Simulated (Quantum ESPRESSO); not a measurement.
# MnSi in Quantum ESPRESSO: the effect of functional

MnSi:

```xyz
2
Lattice="0.0000 2.5272 2.5272 2.5272 0.0000 2.5272 2.5272 2.5272 0.0000" Properties=species:S:1:pos:R:3 pbc="T T T"
Mn    0.0000    0.0000    0.0000
Si    1.2636    1.2636    1.2636
```

The cell was built by a generator and needn't be a form met in nature.

Alike in all runs:

```yaml
Program: Quantum ESPRESSO 7.5
Task: phonons
Cutoff: 612 eV
Density_cutoff: 4898 eV
k_mesh: 6 × 6 × 6
Occupations: cold, width 0.2 eV
Spin: collinear spin, ferromagnetic start
Starting_moments: "[4.0, 0.0] μB"
```

Each run relaxes the cell or the atoms first.

```tsv
functional	potentials or basis	relaxed volume (Å³/atom)	moment (μB)	highest phonon frequency (cm⁻¹)
LDA	GBRV 1.5 LDA	?	?	?
PBEsol	GBRV 1.5 PBEsol	18.78	2.36	360
WC	GBRV 1.5 PBE	18.89	2.37	358
PW91	GBRV 1.5 PBE	19.90	2.55	330
```

Problem. What does the run with functional LDA give?

Solution. Relaxed volume 17.80 Å³/atom; moment 2.16 μB; highest phonon frequency 383 cm⁻¹.

Caveats: the mesh is thin for the phonons of a metal; the volume moved by over 15 % at a fixed basis, so the end points are rough (some runs); the potentials were made for another functional, which shifts forces and pressure (some runs).

Runs at the PBE level aren't shown here.
